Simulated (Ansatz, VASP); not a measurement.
# One calculation of ZnS, two programs

The input POSCAR:

```
ZnS
1.0
    0.0000000000      2.6945131942      3.0480333253
    2.6945131942      0.0000000000      3.0480333253
    2.6945131942      2.6945131942      0.0000000000
Zn S
1 1
Direct
    0.0000000000      0.0000000000      0.0000000000
    0.7500000000      0.7500000000      0.7500000000
```

The input INCAR.step1:

```
SYSTEM = ZnS
PREC     = Accurate       ! precision mode
ENCUT    = 520            ! plane-wave cutoff, eV
ISMEAR   = 0              ! smearing method
SIGMA    = 0.05           ! smearing width, eV
LREAL    = .False.        ! projectors in reciprocal space
LASPH    = .True.         ! aspherical terms in the spheres
NELM     = 100            ! most SCF steps
NBANDS   = 16             ! bands
GGA      = PE             ! functional
ALGO     = Normal         ! electronic algorithm
EDIFF    = 1E-4           ! SCF threshold, eV
LWAVE    = .True.         ! write WAVECAR
LCHARG   = .False.        ! write CHGCAR
```

File INCAR.step2:

```
SYSTEM = ZnS
PREC     = Accurate       ! precision mode
ENCUT    = 520            ! plane-wave cutoff, eV
EDIFF    = 1E-7           ! SCF threshold, eV
ISMEAR   = 0              ! smearing method
SIGMA    = 0.05           ! smearing width, eV
LREAL    = .False.        ! projectors in reciprocal space
LASPH    = .True.         ! aspherical terms in the spheres
NELM     = 100            ! most SCF steps
ALGO     = Normal         ! electronic algorithm
ISIF     = 2              ! what is computed and relaxed
LWAVE    = .False.        ! write WAVECAR
LCHARG   = .False.        ! write CHGCAR
METAGGA  = R2SCAN         ! meta-GGA
LMIXTAU  = .True.       
NBANDS   = 16             ! bands
ISTART   = 1
```

Contents of KPOINTS:

```
regular mesh
0
Gamma
  8 8 8
  0 0 0
```

Input for Ansatz:

```yaml
crystal:
  lattice:
    - [0.0, 2.6945131942, 3.0480333253]
    - [2.6945131942, 0.0, 3.0480333253]
    - [2.6945131942, 2.6945131942, 0.0]
  atoms:
    - { symbol: Zn, position: [0.0, 0.0, 0.0] }
    - { symbol: S, position: [0.75, 0.75, 0.75] }
basis:
  ecutwfc: 500
kpoints:
  mp_grid: { grid: [8, 8, 8] }
hamiltonian:
  xc: r2scan
scf:
  occupations: { method: gaussian, width: 0.05 }
output:
  forces: true
  stress: true
  eigenvalues: true
```

Change from the starting cell: strain +0.1312 x Voigt [0, 0, 1, 0, 0, 0], atoms carried along.

Alike in both runs: task single point; functional r2SCAN; k mesh 8 × 8 × 8; occupations gaussian, width 0.05 eV; no spin polarisation.

|  | VASP | Ansatz |
| --- | --- | --- |
| version | VASP 6.6.1 | Ansatz 0.2.0 |
| potentials or method | VASP PAW PBE potentials, release 64 (Zn, S) | scalar-relativistic, plane waves, PAW |
| plane-wave cutoff (eV) | 520 | 500 |
| valence electrons in the cell | 18 | 18 |

Ansatz gave:

* gap on the k mesh at the Fermi level (eV): 1.91
* least direct gap on the mesh (eV): 1.91
* pressure (GPa): -7.6
* largest component of the traceless stress (GPa): 4.48

Task: What did VASP give for the same quantities?

Result: gap on the k mesh at the Fermi level (eV): 1.91; least direct gap on the mesh (eV): 1.91; pressure (GPa): -7.6; largest component of the traceless stress (GPa): 4.51.

With one functional, cell and mesh, what is left measures potentials, basis and numerics.

Caveats: the PAW data sets were made with another functional, which shifts forces and pressure a little (VASP).
